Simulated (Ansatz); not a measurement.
AlCo3:

```
Co Al
1.0
     3.57495    0.00000    0.00000
     0.00000    3.57495    0.00000
     0.00000    0.00000    3.57495
Co Al
3 1
Cartesian
  0.0000 1.7875 1.7875
  1.7875 0.0000 1.7875
  1.7875 1.7875 0.0000
  0.0000 0.0000 0.0000
```

The cell comes from a database or a generator and needn't be the stable form of this composition.

Base run:

| Property | Result |
| --- | --- |
| Program | Ansatz 0.2.0 |
| Functional | PBEsol |
| Potentials or basis | all-electron LAPW, scalar-relativistic |
| Cutoff | 275 eV |
| Density cutoff | 1100 eV |
| Basis error allowed | 0.002 eV/atom |
| k mesh | 8 × 8 × 8 |
| Occupations | fermi-dirac, width 0.05 eV |
| Spin | collinear spin, ferromagnetic start |
| Starting moments | [2.0, 2.0, 2.0, 0.0] μB |

Its results: pressure -7.5 GPa; net moment 3.86 μB per cell; site moments Co +1.34; Al -0.08 μB.

Q: The run is repeated on the same cell with these changes: functional from PBEsol to LDA. What comes out?

A: Pressure -14.2 GPa; net moment 3.79 μB per cell; site moments Co +1.30; Al -0.07 μB.

LDA binds more tightly than PBEsol, so the same cell stands under less pressure.

Not every run made on this cell is shown here.
